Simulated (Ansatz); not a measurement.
# SnS2: the cost of one run

Computed with Ansatz 0.2.0 (DFT r²SCAN, frozen-core PAW, scalar-relativistic unless said, unless a step's input says otherwise).

## Step 1: The structure to begin with

It takes space group P-3m1 (No. 164, trigonal). Conventional cell: a = 3.639 Å, b = 3.639 Å, c = 5.868 Å, α = 90.00°, β = 90.00°, γ = 120.00°. Sn (site symmetry -3m) has 6 S at 2.56 Å as nearest neighbours. Around S (site symmetry 3m) lie 3 Sn at 2.56 Å.

Coordinates:

```
CELL_PARAMETERS angstrom
3.63900 0.00000 0.00000
-1.81950 3.15147 0.00000
0.00000 0.00000 5.86800
ATOMIC_POSITIONS crystal
Sn 0.00000 0.00000 0.00000
S 0.33333 0.66667 0.25000
S 0.66667 0.33333 0.75000
```

Cartesian axes are those of the input's lattice vectors. The structure goes back to a database entry.

## Step 2: Cell and atoms relaxed, PAW

Contents of input.yaml:

```yaml
crystal:
  lattice:
    - [3.63900000001, 0.0, 0.0]
    - [-1.81950000001, 3.15146644438, 0.0]
    - [0.0, 0.0, 5.868]
  atoms:
    - { symbol: Sn, position: [0.0, 0.0, 0.0] }
    - { symbol: S, position: [0.333333333333, 0.666666666667, 0.25] }
    - { symbol: S, position: [0.666666666667, 0.333333333333, 0.75] }
kpoints:
  mp_grid: { grid: [12, 12, 6] }
scf:
  occupations: { method: fermi_dirac, width: 0.05 }
hamiltonian:
  xc: r2scan
  pseudopotentials: { kind: paw }
relax:
  f_tol: 0.002
  max_steps: 80
  cell: {}
output:
  forces: true
  stress: true
```

Command:

```bash
ansatz run input.yaml --threads 1 --pin off --max-ram 3072MiB --backend cpu --events-out ev --progress --plain --runs-dir out
```

What time and memory should one allow on 1 thread of Intel Xeon 6975P-C (Granite Rapids), shared host?

About 52 s, with a peak of 0.64 GiB.
